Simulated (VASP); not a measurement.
Write the native input for VASP 6.6.1 that does the following.

| Property | Result |
| --- | --- |
| Task | relaxation of cell and atoms |
| Functional | PBE |
| Dispersion | D3(BJ) |
| Potentials or basis | VASP PAW PBE potentials, release 64 (Sb) |
| Cutoff | 200 eV |
| k mesh | 9 × 9 × 9 |
| Occupations | gaussian, width 0.02 eV |
| Spin | no spin polarisation |
| Further INCAR settings | ALGO = Fast; EDIFF = 1e-07; IBRION = 2; EDIFFG = -0.002; NSW = 80; ISIF = 3 |

The structure of Sb lies in POSCAR:

```
Sb                                      
1.0
    2.1621771736      1.2483335733      3.6812476177
   -2.1621771736      1.2483335733      3.6812476177
    0.0000000000     -2.4966671467      3.6812476177
  Sb            
     2
Direct
     0.2362600669221305    0.2362600669221305    0.2362600669221305
     0.7637399330778695    0.7637399330778695    0.7637399330778695
```

One way to write it, as run:

INCAR

```
SYSTEM = Sb
PREC = Accurate
ENCUT = 200
EDIFF = 1E-7
ISMEAR = 0
SIGMA = 0.02
LREAL = .False.
LASPH = .True.
NELM = 80
ALGO = Fast
ISIF = 3
LWAVE = .False.
LCHARG = .False.
GGA = PE
IVDW = 12
IBRION = 2
NSW = 80
EDIFFG = -0.002
```

KPOINTS

```
Automatic mesh
0
Gamma
  9 9 9
  0 0 0
```

Potentials or basis: VASP PAW PBE potentials, release 64 (Sb).

Run with:

```bash
$ cat potpaw_PBE.64/Sb/POTCAR > POTCAR
$ mpirun -np 1 vasp_std > vasp.out
```

It gave:

The pressure after relaxing is 0.0 GPa, the band gap on the k mesh is 0.05 eV, indirect (least direct gap 0.44 eV) and the dispersion energy per atom is -0.479 eV.

Caveat: the cutoff is under 1.25 times the usual one of these potentials, so pressure, stress and relaxed cells hold a basis-set (Pulay) error; the relaxation stopped at its first step, so nothing moved; spin-orbit coupling is left out, which moves the levels of the heavy elements; an odd mesh through Γ misses points on the zone boundary, where band edges often lie.

It took 5.5 s on 1 thread of Intel(R) Xeon(R) 6975P-C (Granite Rapids), with other jobs on the host, peak memory 0.14 GiB.
